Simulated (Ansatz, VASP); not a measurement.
# Cross-check of GaP between VASP and Ansatz, part 2 of 2

Aim: how closely do two programs agree when they are given the same cell, functional and k mesh? The cell is taken from a series of runs on this material, whose earlier steps may have relaxed, scaled, displaced or heated it; both programs get it as it stands.

VASP 6.6.1 and Ansatz 0.2.0.

So far: Set-up; Ansatz: zone-centre phonons, LDA, pair 1; VASP: zone-centre phonons, LDA, pair 1.

### Step 4. Differences

Known differences besides the potentials themselves: the two LDA forms differ slightly; fixed occupations in Ansatz, narrow Gaussian smearing in VASP; the cutoff is 420 eV in Ansatz and 500 eV in VASP; VASP's log shows a relativistic correction to its local exchange, Ansatz's none. Total energies have different zeros and are not compared.

The two programs side by side:

| quantity | Ansatz | VASP | difference |
| --- | --- | --- | --- |
| optical mode 1 (cm⁻¹) | 368.1 | 367.9 | +0.05 % |
| optical mode 2 (cm⁻¹) | 376.5 | 376.2 | +0.08 % |
| optical mode 3 (cm⁻¹) | 376.8 | 376.4 | +0.10 % |

Modes are paired by rising frequency, not by their patterns, so a pair may set unlike modes beside each other; they are those without the splitting of longitudinal modes.

### Step 5. Ansatz: zone-centre phonons, LDA, pair 2

Second derivatives magnify differences that forces hide, and they need a tight electronic threshold. The cell compared in this pair holds 38.53 Å³, against 38.30 Å³ for the pair before.

The cell is taken from a series of runs on this material, whose earlier steps may have relaxed, scaled, displaced or heated it; both programs get it as it stands.

The input, input.yaml:

```yaml
crystal:
  lattice:
    - [-0.0416822929, 2.6565168139, 2.7304415832]
    - [2.6565168139, -0.0416822929, 2.7304415832]
    - [2.614834521, 2.614834521, 0.0]
  atoms:
    - { symbol: P, position: [0.7477135724, 0.7477135724, 0.7522864276] }
    - { symbol: Ga, position: [0.0022864276, 0.0022864276, -0.0022864276] }
kpoints:
  mp_grid: { grid: [12, 12, 12] }
hamiltonian:
  xc: lda
  pseudopotentials: { kind: paw, azcp: { folder: soft_1 }, xc_functional: pbe }
scf:
  occupations: { method: fixed }
output:
  eigenvalues: true
phonons:
  method: dfpt
```

Command:

```
> ansatz run input.yaml --threads 4 --pin off --max-ram 10240MiB --backend cpu --events-out ev --progress --plain --runs-dir out
```

Numbers of over 12 decimals in the logs are rounded to 6 here.

The log of the run:

```text
[...]
Crystal: 2 atoms, lattice volume = 38.528 Å³
Basis set: ecut = 420 eV, 745 PW (Γ), exchange–correlation on 54×54×54 points (8 copies of the dense FFT grid, shifted against one another)
Bands: 13, of which v1, the nominal top of the filled ones, is band 9 counted from 1 (8 counted from 0)
Symmetry: 4 space group operations
k-points: 476 of 1728 (irreducible under 2 space group operations, time reversal used)
[...]
k-point 1: bands = [... 5 lower, -5.3328, 6.6263, 7.2646, 7.3410, 9.8166, 11.2284, 11.4768, 11.7153]
  k-point 2: bands = [... 5 lower, -5.0416, 5.0964, 6.9926, 7.0067, 9.7989, 11.6714, 11.8244, 12.7163]
  k-point 475: bands = [... 5 lower, -2.2923, 0.2546, 4.5139, 4.9318, 8.8326, 9.4510, 18.2268, 18.3478]
[...]
ASR residual: 1.234e-4 → 0.000e0 eV/Å²; symmetrization residual: 3.336e-6 eV/Å²
  ASR residual per site (eV/Å²): 7.61e-5 1.23e-4
  Γ frequencies (cm⁻¹): 0.00 0.00 0.00 367.11 373.53 374.62
[...]
[key lines of the parts left out:]
SCF converged after 9 iterations
Free energy (F): -4433.755874 eV
Fermi energy:    7.669853 eV
```

### Step 6. VASP: zone-centre phonons, LDA, pair 2

The same cell, functional (in two slightly different forms) and mesh now go to VASP, with its own data sets.

The input, INCAR:

```
SYSTEM = GaP
PREC = Accurate
ENCUT = 500
EDIFF = 1E-08
NELM = 120
ISMEAR = 0
SIGMA = 0.01
LREAL = .FALSE.
ALGO = Normal
GGA = CA
NBANDS = 15
LORBIT = 11
LWAVE = .FALSE.
LCHARG = .FALSE.
ISIF = 2
IBRION = 8
LASPH = .TRUE.
GGA_COMPAT = .FALSE.
EFERMI = MIDGAP
KPAR = 2
```

The input, POSCAR:

```
GaP
1.0
   -0.0416822929      2.6565168139      2.7304415832
    2.6565168139     -0.0416822929      2.7304415832
    2.6148345210      2.6148345210      0.0000000000
P Ga
1 1
Direct
    0.7477135724      0.7477135724      0.7522864276
    0.0022864276      0.0022864276      0.9977135724
```

The input, KPOINTS:

```
Automatic mesh
0
Gamma
12 12 12
0 0 0
```

The projector-augmented-wave data sets are P and Ga_d (LDA family, release 64).

Command:

```
> mpirun -np 2 vasp_std
```

The log of the run:

```text
[... set-up lines as in an earlier step ...]
 entering main loop
       N       E                     dE             d eps       ncg     rms          rms(c)
DAV:   1     0.789087734877E+02    0.78909E+02   -0.89904E+03  8703   0.172E+03
DAV:   2    -0.457399415885E+01   -0.83483E+02   -0.79760E+02  9541   0.315E+02
DAV:   3    -0.106767636466E+02   -0.61028E+01   -0.60787E+01 10535   0.685E+01
DAV:   4    -0.107768941418E+02   -0.10013E+00   -0.10010E+00 10406   0.946E+00
[...]
DAV:  12    -0.104359911079E+02    0.24428E-06   -0.68675E-07 10733   0.908E-03    0.461E-03
DAV:  13    -0.104359911105E+02   -0.26253E-08   -0.14196E-07 11077   0.341E-03    0.398E-04
DAV:  14    -0.104359911099E+02    0.60436E-09   -0.11869E-08  7148   0.154E-03
   1 F= -.10435991E+02 E0= -.10435991E+02  d E =0.000000E+00
 Linear response reoptimize wavefunctions to high precision
DAV:   1    -0.104359911100E+02   -0.80945E-10   -0.24668E-09  8468   0.860E-04
DAV:   2    -0.104359911100E+02   -0.57298E-10   -0.43981E-10  5432   0.181E-04
 Linear response DOF=           4
 Linear response progress:
[...]
RMM:  11    -0.165207749681E+00    0.10404E-07   -0.13185E-08 56468   0.205E-04    0.464E-06
RMM:  12    -0.165207719989E+00    0.29692E-07    0.75071E-09 56255   0.981E-05    0.126E-06
RMM:  13    -0.165207720260E+00   -0.27068E-09   -0.92847E-09 55571   0.492E-05    0.616E-07
 first order change of Fermi-energy  -0.14261E-04
 force on displaced ion       2 direction 1 : -10.826  -0.208  -0.000
 Linear response progress:
  Degree of freedom:   4/  4
       N       E                     dE             d eps       ncg     rms          rms(c)
RMM:   1    -0.167452423500E+00   -0.16745E+00    0.10721E-01 10572   0.861E+00
RMM:   2    -0.165134740515E+00    0.23177E-02   -0.25430E-02 16119   0.142E+00    0.587E-02
RMM:   3    -0.165598989569E+00   -0.46425E-03   -0.38681E-03 17011   0.424E-01    0.451E-02
RMM:   4    -0.165466154577E+00    0.13283E-03   -0.76699E-04 17666   0.143E-01    0.138E-02
[...]
RMM:  10    -0.165454956430E+00    0.78248E-07   -0.45612E-08 17912   0.429E-04    0.177E-05
RMM:  11    -0.165454876269E+00    0.80161E-07   -0.32350E-08 17804   0.196E-04    0.427E-06
RMM:  12    -0.165454880421E+00   -0.41520E-08   -0.22681E-08 17936   0.946E-05    0.205E-06
 first order change of Fermi-energy   0.15124E+01
 force on displaced ion       2 direction 3 :  -0.000  -0.000 -10.975
 Linear response finished
```

OUTCAR, selected parts (step 6):

```text
  Total        0.5829435      0.5829435      0.0241560      0.5624704      0.0000000      0.0000000
  in kB       24.2413027     24.2413027      1.0045092     23.3899427      0.0000000      0.0000000
  external PRESSURE =      16.4957049 kB  Pullay stress =       0.0000000 kB

 POSITION                                       TOTAL-FORCE (eV/Angst)
 -----------------------------------------------------------------------------------
      3.92225      3.92225      4.08318         0.000000      0.000000     -0.001457
      2.61483      2.61483      0.01249         0.000000      0.000000      0.001457
 -----------------------------------------------------------------------------------
    total drift:                               -0.000001     -0.000001     -0.000390

[... 1 part as in an earlier step ...]

[... 1 further part left out ...]
```

### Step 7. Comparison

Compared:

| quantity | Ansatz | VASP | difference |
| --- | --- | --- | --- |
| optical mode 1 (cm⁻¹) | 367.1 | 366.9 | +0.06 % |
| optical mode 2 (cm⁻¹) | 373.5 | 373.2 | +0.08 % |
| optical mode 3 (cm⁻¹) | 374.6 | 374.3 | +0.09 % |

Modes are paired by rising frequency, not by their patterns, so a pair may set unlike modes beside each other; they are those without the splitting of longitudinal modes.

### Step 8. What came out

| Quantity | Value |
| --- | --- |
| r.m.s. difference of the optical zone-centre modes, each program's sorted by frequency (zone-centre phonons, LDA, pair 1) | 0.31 cm⁻¹ |
| r.m.s. difference of the optical zone-centre modes, each program's sorted by frequency (zone-centre phonons, LDA, pair 2) | 0.29 cm⁻¹ |

What this shows: The r.m.s. difference of the optical zone-centre modes, each program's sorted by frequency is 0.31 cm⁻¹ (zone-centre phonons, LDA, pair 1). Such differences can come from data sets, numerical settings and the points named under the comparisons, not from the functional's error against experiment.

[Lines on the potential files, build, host, timing and source positions are cut from VASP's logs without a mark.]

[Logs are printed without paths, hosts, clocks, repeated set-up lines and the standing remarks that a program may print on its own settings, such as how far it seeks lower states.]

[Hosts, paths, dates, database ids (printed as entryN), source tags and the programs' standing remarks are cut or masked in the printed files.]
